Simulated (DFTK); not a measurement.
# MgO in DFTK: convergence with smearing width

The system is MgO.

```
Mg O
1.0
     2.93802    0.00000    0.00000
    -1.46901    2.54440    0.00000
     0.00000    0.00000    2.67968
Mg O
1 1
Direct
  0.00000 0.00000 0.00000
  0.33333 0.66667 0.50000
```

Measurements of this composition are mostly on another form, of space group No. 225.

* Program: DFTK 0.8.2
* Task: convergence study
* Functional: PBE
* Potentials or basis: dojo.nc.sr.pbe.v0_5.stringent.upf (PBE)
* Cutoff: 1252 eV
* k mesh: 4 × 4 × 4
* Occupations: methfessel-paxton order 1, width 0.5 eV
* Spin: collinear spin, ferromagnetic start
* Starting moments: [0.5, 0.0] μB

These are the settings of the first run; the series varies smearing width, with any setting tied to it.

Hardware: 1 thread of Intel(R) Xeon(R) 6975P-C (Granite Rapids) (shared host).

| smearing width | energy less the tightest run (meV/atom) | SCF cycles |
| --- | --- | --- |
| 0.5 eV | 0.00 | 10 |
| 0.3 eV | 0.00 | 11 |
| 0.2 eV | 0.00 | 11 |
| 0.1 eV | 0.00 | 11 |
| 0.05 eV | 0.00 | 11 |
| 0.025 eV | 0.00 | 11 |
| 0.01 eV | 0.00 | 15 |

Against the tightest run, the energy stays within 1 meV/atom from 0.5 eV on. The tightest run that finished is the yardstick and may itself not be fully converged.

Caveat, for the tightest run too: the k mesh is coarse (spacing up to 0.62 Å⁻¹), so the values aren't converged; with this smearing the Fermi level of a gapped crystal can stick at a band edge.
